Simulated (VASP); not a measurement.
# BaTiO₃, relaxation of the atoms: which settings are enough?

BaTiO₃, P1 (no. 1), 5 atoms in the cell. LDA; PAW potentials Ba_sv, Ti_sv, O (LDA set). VASP 6.6.1.

Wanted: energy within 2 meV/atom; shortest distances from each atom, periodic images included within 0.005 Å.

What the run is for: geometry; Accuracy asked: standard.

POSCAR:
```
BaTiO3
1.0
    2.8273666084      1.6323808724      2.3183934932
   -2.8273666084      1.6323808724      2.3183934932
    0.0000000000     -3.2647617449      2.3183934932
Ba Ti O
1 1 3
Direct
   -0.0002360000      0.0026490000     -0.0057730000
    0.4824920000      0.4779960000      0.4831890000
    0.5006910000      0.0153120000      0.5112190000
    0.0271860000      0.5073760000      0.5030350000
    0.5092770000      0.5066780000      0.0227410000
```

The series start from Plane-wave cutoff (eV): 520; k-point mesh: 4 × 4 × 4; Ionic threshold (EDIFFG): -0.01; Electronic threshold (eV): 1e-6; Precision mode (PREC): Accurate; Relaxation algorithm: IBRION=2; Electronic steps between moves: NELMIN=4 ALGO=Normal. Each series keeps the choices made before it, and each single choice may use up half of a tolerance.

## Plane-wave cutoff (eV)

| Plane-wave cutoff (eV) | Energy less reference (meV/atom) | Shortest distances from each atom, periodic images included, largest deviation (Å) | SCF iterations | Time (s) |
|---|---|---|---|---|
| 360 | -21.3 | 0.0025 | 57 | 26 |
| 400 | -8.4 | 0.0012 | 61 | 28 |
| 460 | 0.5 | 0.0010 | 58 | 28 |
| 520 | 2.4 | 0.0010 | 58 | 46 |
| 640 (reference) | 0.0 | 0.0000 | 58 | 55 |

Chosen: 640; the next looser run is off by more than half of the tolerance, so convergence isn't shown beyond this value.

## k-point mesh

| k-point mesh | Energy less reference (meV/atom) | Shortest distances from each atom, periodic images included, largest deviation (Å) | SCF iterations | Time (s) |
|---|---|---|---|---|
| 2 × 2 × 2 | 53.5 | 0.0949 | 99 | 32 |
| 3 × 3 × 3 | 6.0 | 0.0247 | 68 | 33 |
| 4 × 4 × 4 | 0.5 | 0.0054 | 58 | 55 |
| 5 × 5 × 5 | 0.0 | 0.0008 | 58 | 66 |
| 6 × 6 × 6 (reference) | 0.0 | 0.0000 | 59 | 108 |

Chosen: 5 × 5 × 5, the loosest value from which every tighter one stays within half of the tolerance.

## Ionic threshold (EDIFFG)

| Ionic threshold (EDIFFG) | Energy less reference (meV/atom) | Shortest distances from each atom, periodic images included, largest deviation (Å) | SCF iterations | Time (s) |
|---|---|---|---|---|
| -0.1 | 0.2 | 0.0189 | 35 | 33 |
| -0.05 | 0.0 | 0.0055 | 47 | 45 |
| -0.02 | 0.0 | 0.0028 | 53 | 49 |
| -0.01 | 0.0 | 0.0008 | 58 | 66 |
| -0.005 | 0.0 | 0.0000 | 74 | 69 |
| -0.002 (reference) | 0.0 | 0.0000 | 74 | 67 |

Chosen: -0.01.

## Electronic threshold (eV)

| Electronic threshold (eV) | Energy less reference (meV/atom) | Shortest distances from each atom, periodic images included, largest deviation (Å) | SCF iterations | Time (s) |
|---|---|---|---|---|
| 0.0001 | 0.0 | 0.0002 | 54 | 48 |
| 1e-5 | 0.0 | 0.0010 | 48 | 44 |
| 1e-6 | 0.0 | 0.0004 | 58 | 66 |
| 1e-7 (reference) | 0.0 | 0.0000 | 69 | 63 |

Chosen: 0.0001.

## Precision mode (PREC)

| Precision mode (PREC) | Energy less reference (meV/atom) | Shortest distances from each atom, periodic images included, largest deviation (Å) | SCF iterations | Time (s) |
|---|---|---|---|---|
| Normal | 0.0 | 0.0000 | 54 | 33 |
| Accurate (reference) | 0.0 | 0.0000 | 54 | 48 |

Chosen: Normal.

## Relaxation algorithm

| Relaxation algorithm | Energy less reference (meV/atom) | Shortest distances from each atom, periodic images included, largest deviation (Å) | SCF iterations | Time (s) |
|---|---|---|---|---|
| IBRION=2 | 0.0 | 0.0000 | 54 | 33 |
| IBRION=2 POTIM=0.2 | 0.0 | 0.0006 | 66 | 41 |
| IBRION=2 POTIM=0.8 | 0.0 | 0.0007 | 59 | 36 |
| IBRION=1 | 0.0 | 0.0006 | 34 | 22 |
| IBRION=1 POTIM=0.2 | 0.0 | 0.0014 | 50 | 30 |
| IBRION=1 POTIM=0.3 NFREE=10 | 0.0 | 0.0006 | 38 | 23 |
| IBRION=3 POTIM=0.2 SMASS=0.4 | 0.0 | 0.0015 | 97 | 59 |
| IBRION=3 POTIM=0.3 | 0.0 | 0.0011 | 34 | 21 |

Chosen: IBRION=3 POTIM=0.3, the fastest of those that stay within half of the tolerance.

## Electronic steps between moves

| Electronic steps between moves | Energy less reference (meV/atom) | Shortest distances from each atom, periodic images included, largest deviation (Å) | SCF iterations | Time (s) |
|---|---|---|---|---|
| NELMIN=4 ALGO=Normal | 0.0 | 0.0000 | 34 | 21 |
| ALGO=Normal | 0.0 | 0.0008 | 31 | 20 |
| NELMIN=4 MAXMIX=40 ALGO=Normal | 0.0 | 0.0011 | 38 | 25 |
| NELMIN=4 ALGO=Fast | 0.0 | 0.0008 | 50 | 30 |
| NELMIN=4 MAXMIX=40 ALGO=Fast | 0.0 | 0.0016 | 53 | 34 |

Chosen: NELMIN=4 ALGO=Normal; no other choice that stays within half of the tolerance saves 30 % of the time.

## All choices together

| Input | Energy less reference (meV/atom) | Shortest distances from each atom, periodic images included, largest deviation (Å) | Time (s) |
|---|---|---|---|
| the program's defaults (naive) | -8.6 | 0.0098 | 11 |
| chosen settings | 0.0 | 0.0009 | 21 |
| reference settings throughout | 0.0 | 0.0000 | 112 |

The chosen settings stay within the tolerance of the reference run, but the reference itself isn't shown to be converged in: Plane-wave cutoff (eV).

## The input

INCAR:
```
  GGA = CA
  ISMEAR = 0
  SIGMA = 0.03
  LWAVE = F
  LCHARG = F
  ISIF = 2
  NSW = 120
  PREC = Normal
  LASPH = T
  LREAL = F
  ALGO = Normal
  EDIFF = 1E-4
  NELM = 120
  GGA_COMPAT = F
  IBRION = 3
  EDIFFG = -0.01
  NELMIN = 4
  ENCUT = 640
  EFERMI = MIDGAP
  KPAR = 8
  POTIM = 0.3
```

KPOINTS:
```
Automatic mesh
0
Gamma
  5 5 5
  0 0 0
```

Commands:
```
cat potpaw_LDA.64/Ba_sv/POTCAR potpaw_LDA.64/Ti_sv/POTCAR potpaw_LDA.64/O/POTCAR > POTCAR
mpirun -np 8 vasp_std > vasp.out
```

The chosen input took VASP 6.6.1 21 s on 8 cores (Intel Xeon Platinum 8488C (Sapphire Rapids)), a shared host.

## An input that fails: one k point for a small cell

It gives no converged result.

k mesh: 4 × 4 × 4 becomes 1 × 1 × 1.

Changes against the starting input:
```
- NSW = 120
- NELM = 120
- KPAR = 8
+ NSW = 30
+ NELM = 90
```
